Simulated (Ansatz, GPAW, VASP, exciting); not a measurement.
**One calculation of ZnSe, 4 ways**

```
Se Zn
1.0
     0.00000    2.83380    2.83380
     2.83380    0.00000    2.83380
     2.83380    2.83380    0.00000
Se Zn
1 1
Direct
  0.75000 0.75000 0.75000
  0.00000 0.00000 0.00000
```

Alike in all runs: task single point; functional PBE; k mesh 8 × 8 × 8; occupations gaussian, width 0.011 eV; no spin polarisation; no spin-orbit coupling. Pressure is positive in compression and, in plane waves, holds the error of the finite cutoff.

```
                                                         program and potentials  plane-wave cutoff (eV)  notes  band gap (eV)  pressure (GPa)
exciting, all-electron LAPW+lo, shipped species files, valence relativity iora*                       -      -           1.29               -
                                 Ansatz, all-electron LAPW, scalar-relativistic                       -      -           1.29            2.12
                                             VASP, PBE PAW files Se, Zn, 520 eV                     520      -           1.29            2.35
                                     GPAW, GPAW PAW data sets (gpaw-data 1.2.1)                     600      -           1.30            2.09
```

The band gap spans 1.29 (exciting, all-electron LAPW+lo, shipped species files, valence relativity iora*) to 1.30 eV (GPAW, GPAW PAW data sets (gpaw-data 1.2.1)), with all-electron results at 1.29. The pressure spans 2.09 (GPAW, GPAW PAW data sets (gpaw-data 1.2.1)) to 2.35 GPa (VASP, PBE PAW files Se, Zn, 520 eV), with all-electron results at 2.12. Spin-orbit coupling, left out here, moves the band edges of heavy atoms.

The functional is the same throughout but for its coding, so the spread measures potentials, basis and numerics; runs on potential files found faulty are left out.

The four calculations give practically the same gap, so the choice of potential or basis hardly matters for it at this geometry. The gap is nonetheless less than half the measured one of zincblende ZnSe, and the agreement between codes places that error in the functional. PBE lacks the derivative discontinuity that belongs to the fundamental gap. It also puts the Zn 3d shell too high in energy, which strengthens its repulsion with the Se 4p states and pushes the valence-band maximum up towards the conduction-band minimum of mainly cation s character.

The pressure is positive in all three runs that report it, so PBE would expand this cell, which lies close to the experimental volume. This is the usual underbinding of the functional in semiconductors. The codes differ relatively more in pressure than in gap, but by far too little to put the sign in doubt. Agreement at a single volume does not establish that the codes would also agree on the bulk modulus.
